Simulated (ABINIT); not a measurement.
The system is BaTiO3.

```
CELL_PARAMETERS angstrom
4.00600 0.00000 0.00000
0.00000 4.00600 0.00000
0.00000 0.00000 4.00600
ATOMIC_POSITIONS crystal
Ba 0.50000 0.50000 0.50000
Ti 0.00000 0.00000 0.00000
O 0.00000 0.00000 0.50000
O 0.00000 0.50000 0.00000
O 0.50000 0.00000 0.00000
```

Base run:

| Quantity | Value |
| --- | --- |
| Program | ABINIT 10.8.3 (patched build) |
| Functional | LDA |
| Potentials or basis | PseudoDojo NC SR LDA v0.4.1 standard |
| Cutoff | 952 eV |
| k mesh | 5 × 5 × 5 |
| Occupations | fermi-dirac, width 0.05 eV |
| Spin | no spin polarisation |

Its results: band gap on the k mesh 1.83 eV, indirect (least direct gap 1.85 eV).

Q: The run is repeated on the same cell with these changes: functional from LDA to PBE; potentials or basis from PseudoDojo NC SR LDA v0.4.1 standard to PseudoDojo NC SR PBE v0.4.1 standard. What comes out?

A: Band gap on the k mesh 1.91 eV, indirect (least direct gap 1.93 eV).

Caveats: this release of the barium file is off; spin-orbit coupling is left out, which moves the levels of the heavy elements; an odd mesh through Γ misses points on the zone boundary, where band edges often lie.
